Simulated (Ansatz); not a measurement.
**ZnS: a single-point run**

Wanted: a converged single-point run for ZnS, and a check of what comes out. The structure is shown as the input types it.

Program: Ansatz 0.2.0. Level of theory: density functional or hybrid calculation with the settings of its input, plane waves (as first typed). These are calculated values, not measurements.

1 further run of the same task is left out (for a known fault of the program).

## 1. The system as given

It takes space group R3m (No. 160, trigonal). The conventional cell has a = 3.807 Å, b = 3.807 Å, c = 28.065 Å, α = 90.00°, β = 90.00°, γ = 120.00°. Zn (site symmetry 3m) is surrounded by 4 S at 2.33 to 2.34 Å. Zn (site symmetry 3m) has 4 S at 2.33 Å as nearest neighbours. S (site symmetry 3m) has 4 Zn at 2.33 to 2.34 Å as nearest neighbours. S (site symmetry 3m) has 4 Zn at 2.33 Å as nearest neighbours.

Coordinates:

```
CELL_PARAMETERS angstrom
1.90346 1.09897 9.35486
-1.90346 1.09897 9.35486
0.00000 -2.19793 9.35486
ATOMIC_POSITIONS crystal
Zn 0.99998 0.99998 0.99998
Zn 0.22227 0.22227 0.22227
Zn 0.44456 0.44456 0.44456
S 0.08327 0.08327 0.08327
S 0.52784 0.52784 0.52784
S 0.30541 0.30541 0.30541
```

## 2. The run

input.yaml

```yaml
crystal:
  lattice:
    - [1.9034643098, 1.0989656316, 9.3548590134]
    - [-1.9034643098, 1.0989656316, 9.3548590134]
    - [0.0, -2.1979312633, 9.3548590134]
  atoms:
    - { symbol: Zn, position: [0.9999752233, 0.9999752233, 0.9999752233] }
    - { symbol: Zn, position: [0.222274927, 0.222274927, 0.222274927] }
    - { symbol: Zn, position: [0.4445585033, 0.4445585033, 0.4445585033] }
    - { symbol: S, position: [0.0832701742, 0.0832701742, 0.0832701742] }
    - { symbol: S, position: [0.5278391408, 0.5278391408, 0.5278391408] }
    - { symbol: S, position: [0.3054080315, 0.3054080315, 0.3054080315] }
kpoints:
  mp_grid: { grid: [6, 6, 6] }
hamiltonian:
  xc: pbe
scf:
  occupations: { method: fixed }
  n_extra_bands: 5
  max_iter: 88
output:
  forces: true
  stress: true
  eigenvalues: true
basis:
  ecutrho_ratio: 1
```

Launch:

```bash
$ ansatz run input.yaml --threads 4 --pin off --max-ram 4608MiB --backend cpu --events-out ev --progress --plain --runs-dir out
```

What happens when this is run?

This run ends as converged, with warnings (cutoff below recommended). It gives a pressure of 22 GPa, which is large; a structure far from rest gives such values too, whatever the setting.

The suspect setting: basis.ecutrho_ratio is 1. The density grid can't hold the products of the orbitals.

Run again and compare: delete basis.ecutrho_ratio (the default then holds).
